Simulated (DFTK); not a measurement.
# Ir (Fm-3m) in DFTK: a series of runs, part 2 of 2

DFTK 0.8.2.

## Step 10: Single point, r2SCAN, 14.90 Å³/atom (volume scaled by 1.06)

Input file run.jl:

```julia
using DFTK
using PseudoPotentialData
using Unitful, UnitfulAtomic
using LinearAlgebra, Printf
using AtomsBase
include("save.jl")
disable_threading()

cell = [[0.0, 1.9156, 1.9156],
        [1.9156, 0.0, 1.9156],
        [1.9156, 1.9156, 0.0]]u"Å"
system = periodic_system([:Ir => [0.0, 0.0, 0.0]],
                         cell; fractional=true)
lattice   = austrip.(hcat(cell_vectors(system)...))
symbols   = atomic_symbol(system, :) .|> Symbol
positions = [lattice \ austrip.(position(system, i)) for i in 1:length(system)]
pseudopotentials = PseudoFamily("cp2k.nc.sr.pbe.v0_1.semicore.gth")
elements = Dict(s => ElementPsp(s, pseudopotentials) for s in unique(symbols))
atoms    = [elements[s] for s in symbols]

build_model(lattice, positions; symmetries=true) =
    model_DFT(lattice, atoms, positions;
              functionals=r2SCAN(),
              temperature=austrip(0.05u"eV"),
              smearing=Smearing.FermiDirac(),
              symmetries)
Ecut  = 76.0  # hartree
kgrid = [7, 7, 7]
tol   = 1e-6
to_GPa = ustrip(uconvert(u"GPa", 1u"hartree/bohr^3"))

results["points"] = []
for scale in [0.94, 0.96, 0.98, 1.0, 1.02, 1.04, 1.06]
    println("\n=== scale = ", scale)
    model = build_model(cbrt(scale) * lattice, positions)
    basis = PlaneWaveBasis(model; Ecut, kgrid)
    t0 = time()
    scfres = self_consistent_field(basis;
                                   tol,
                                   nbandsalg=AdaptiveBands(model; n_bands_converge=13))
    seconds = time() - t0
    @printf "SCF: %d iterations, %.1f s\n" scfres.n_iter seconds
    forces = compute_forces_cart(scfres)
    stress = compute_stresses_cart(scfres)
    @printf "V = %.5f Å^3  F = %.8f Ha  max force = %.5f eV/Å  p = %.4f GPa\n" ustrip(auconvert(u"Å^3", model.unit_cell_volume)) scfres.energies.total ustrip(auconvert(u"eV/Å", maximum(norm, forces))) (-tr(stress) / 3 * to_GPa)
    push!(results["points"], save_scf!(scfres; forces, stress, d=Dict{String,Any}("seconds" => seconds, "n_matvec" => get(scfres, :n_matvec, 0))))
end

# third-order Birch-Murnaghan fit in x = V^(-2/3)
V = [0.94, 0.96, 0.98, 1.0, 1.02, 1.04, 1.06] * abs(det(lattice))
E = [p["total"] for p in results["points"]]
x = V .^ (-2 / 3)
c = [x .^ 0 x x .^ 2 x .^ 3] \ E
Δ = c[3]^2 - 3c[2] * c[4]
if Δ > 0
    x0 = (-c[3] + sqrt(Δ)) / 3c[4]
    B0 = 4 / 9 * x0^(7 / 2) * (2c[3] + 6c[4] * x0)
    @printf "V0 = %.4f Å^3  B0 = %.2f GPa\n" ustrip(auconvert(u"Å^3", x0^(-3 / 2))) B0 * to_GPa
end
```

Run with:

```
julia --threads=1 run.jl  # one pass of the loop, scale = 1.06; save.jl only writes the numbers to a file and isn't shown; printed stress counts tension as positive; times include loading and compiling
```

Run time: 75 s. Hardware: 1 thread of AMD EPYC 9R45 (Zen 5), shared host.

It converged, with:

```
Free energy            : -2870.6258 eV
Pressure               : -19.9 GPa
Band gap on the k mesh : none (metal or under the smearing width)
```

Caveat: the k mesh is coarse (spacing up to 0.40 Å⁻¹), so the values aren't converged; GTH potentials come without recommended cutoffs, and this one wasn't checked for convergence; the potentials were made for another functional, which shifts forces and pressure.

## Step 11: Equation of state, TPSS

Changes to run.jl since step 10:

```diff
@@ -4,3 +4,2 @@
 using LinearAlgebra, Printf
-using AtomsBase
 include("save.jl")
@@ -8,10 +7,8 @@
 
-cell = [[0.0, 1.9156, 1.9156],
-        [1.9156, 0.0, 1.9156],
-        [1.9156, 1.9156, 0.0]]u"Å"
-system = periodic_system([:Ir => [0.0, 0.0, 0.0]],
-                         cell; fractional=true)
-lattice   = austrip.(hcat(cell_vectors(system)...))
-symbols   = atomic_symbol(system, :) .|> Symbol
-positions = [lattice \ austrip.(position(system, i)) for i in 1:length(system)]
+# lattice vectors are the columns
+lattice = austrip(1u"Å") * [           0.0         1.9156         1.9156;
+                   1.9156            0.0         1.9156;
+                   1.9156         1.9156            0.0]
+symbols   = [:Ir]
+positions = [[0.0, 0.0, 0.0]]
 pseudopotentials = PseudoFamily("cp2k.nc.sr.pbe.v0_1.semicore.gth")
@@ -22,3 +19,3 @@
     model_DFT(lattice, atoms, positions;
-              functionals=r2SCAN(),
+              functionals=[:mgga_x_tpss, :mgga_c_tpss],
               temperature=austrip(0.05u"eV"),
@@ -39,3 +36,4 @@
                                    tol,
-                                   nbandsalg=AdaptiveBands(model; n_bands_converge=13))
+                                   nbandsalg=AdaptiveBands(model; n_bands_converge=13),
+                                   solver=ScfAndersonSolver())
     seconds = time() - t0
```

Run with:

```
julia --threads=1 run.jl  # save.jl only writes the numbers to a file and isn't shown; printed stress counts tension as positive; times include loading and compiling
```

It took 34 min on 1 thread of Intel Xeon 6975P-C (Granite Rapids), shared host; peak memory 1.7 GiB.

Results (log left out):

* Equilibrium volume: 14.12 Å³/atom
* Bulk modulus: 381 GPa
* Pressure derivative of the bulk modulus: 5.0

Energy against volume, from the lowest point:
```
volume (Å³/atom)  energy (meV/atom)
          13.215              77.69
          13.496              35.10
          13.778               9.85
          14.059               0.00
          14.340               3.81
          14.621              19.76
          14.902              46.46
```

Caveat: the k mesh is coarse (spacing up to 0.41 Å⁻¹), so the values aren't converged; GTH potentials come without recommended cutoffs, and this one wasn't checked for convergence; the potentials were made for another functional, which shifts forces and pressure. Zero-point motion and thermal expansion aren't in these numbers.

## Step 12: Overview

| task | level | potentials or basis | k mesh | cutoff (eV) | SCF solver | mesh quality | V0 of scaled cells (Å³/atom) | B0 (GPa) |
| --- | --- | --- | --- | --- | --- | --- | --- | --- |
| band structure | PBE | SG15 1.2 (PBE) | 12 × 12 × 12 | 1225 | - | not flagged | - | - |
| equation of state | r2SCAN | cp2k.nc.sr.pbe.v0_1.semicore.gth (PBE, GTH) | 7 × 7 × 7 | 2068 | - | coarse | 14.04 | 387 |
| equation of state | TPSS | cp2k.nc.sr.pbe.v0_1.semicore.gth (PBE, GTH) | 7 × 7 × 7 | 2068 | ScfAndersonSolver | coarse | 14.12 | 381 |

Alike in all rows: no spin polarisation; cell as given; smearing fermi-dirac 0.05 eV.

Caveats: some runs use coarse meshes; GTH potentials come without recommended cutoffs, and this one wasn't checked for convergence (some runs); the potentials were made for another functional, which shifts forces and pressure (some runs); spin-orbit coupling is left out, which moves the levels of the heavy elements (some runs); the program warned that the kinetic-energy density falls under its von Weizsäcker bound, which can give unphysical results (some runs).

Total energies depend on the potentials used, so only differences within one code and one set of settings carry meaning.
